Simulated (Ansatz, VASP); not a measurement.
# One calculation of Ti3Al, two programs

File INCAR:

```
  PREC = Accurate
  ENCUT = 520
  EDIFF = 1E-6
  ISMEAR = -1
  SIGMA = 0.05
  LREAL = F
  LASPH = T
  NELM = 80
  ALGO = Normal
  ISIF = 2
  LWAVE = F
  LCHARG = F
  GGA = PS
  NBANDS = 28
```

File KPOINTS:

```
Automatic mesh
0
Gamma
  9 9 3
```

POSCAR

```
Ti3Al
1.0
    2.9275422229      0.0000000000      0.0000000000
   -1.4637711114      2.5353259357      0.0000000000
    0.0000000000      0.0000000000      9.3186256200
Ti Al
3 1
Direct
    0.3333333333      0.6666666667      0.2494060000
    0.3333333333      0.6666666667      0.7505940000
    0.6666666667      0.3333333333      0.0000000000
    0.6666666667      0.3333333333      0.5000000000
```

Contents of input.yaml:

```yaml
crystal:
  lattice:
    - [2.9275422229, 0.0, 0.0]
    - [-1.4637711114, 2.5353259357, 0.0]
    - [0.0, 0.0, 9.31862562]
  atoms:
    - { symbol: Ti, position: [0.3333333333, 0.6666666667, 0.249406] }
    - { symbol: Ti, position: [0.3333333333, 0.6666666667, 0.750594] }
    - { symbol: Ti, position: [0.6666666667, 0.3333333333, 0.0] }
    - { symbol: Al, position: [0.6666666667, 0.3333333333, 0.5] }
hamiltonian:
  xc: pbesol
  pseudopotentials: { kind: paw }
kpoints:
  mp_grid: { grid: [9, 9, 3] }
  band_path:
    path:
      - [[0.0, 0.0, 0.0], [0.5, 0.0, 0.0], [0.3333333333, 0.3333333333, 0.0], [0.0, 0.0, 0.0], [0.0, 0.0, 0.5], [0.5, 0.0, 0.5], [0.3333333333, 0.3333333333, 0.5], [0.0, 0.0, 0.5]]
      - [[0.5, 0.0, 0.5], [0.5, 0.0, 0.0]]
      - [[0.3333333333, 0.3333333333, 0.0], [0.3333333333, 0.3333333333, 0.5]]
    npoints: 14
scf:
  occupations: { method: fermi_dirac, width: 0.05 }
  n_extra_bands: 10
output:
  forces: true
  stress: true
  eigenvalues: true
  fatbands: true
```

The cell comes from a database or a generator and needn't be the stable form of this composition.

Alike in both runs: functional PBEsol; k mesh 9 × 9 × 3; occupations fermi-dirac, width 0.05 eV; no spin polarisation.

|  | VASP | Ansatz |
| --- | --- | --- |
| version | VASP 6.6.1 | Ansatz 0.2.0 |
| potentials or method | VASP PAW PBE potentials, release 64 (Ti_sv, Al) | Ansatz PAW |
| plane-wave cutoff (eV) | 520 | 420 |
| valence electrons in the cell | 39 | 39 |
| task | single point | band structure |

|  | VASP | Ansatz | Ansatz less VASP |
| --- | --- | --- | --- |
| gap on the k mesh at the Fermi level (eV) | none | none | - |
| pressure (GPa) | -4.6 | -4.5 | +0.14 |
| largest component of the traceless stress (GPa) | 1.04 | 1.08 | +0.033 |
| rms of the force components (eV/Å) | 0.028 | 0.024 | -0.0041 |

Atom by atom the forces differ by 0.004 eV/Å (rms over components). A gap of «none» marks a metal or a gap that the smearing closes.

Caveats: the PAW data sets were made with another functional, which shifts forces and pressure a little (VASP); the PAW data sets come from PBE, with cores solved anew for the run's functional, which leaves a small shift of forces and pressure (Ansatz).
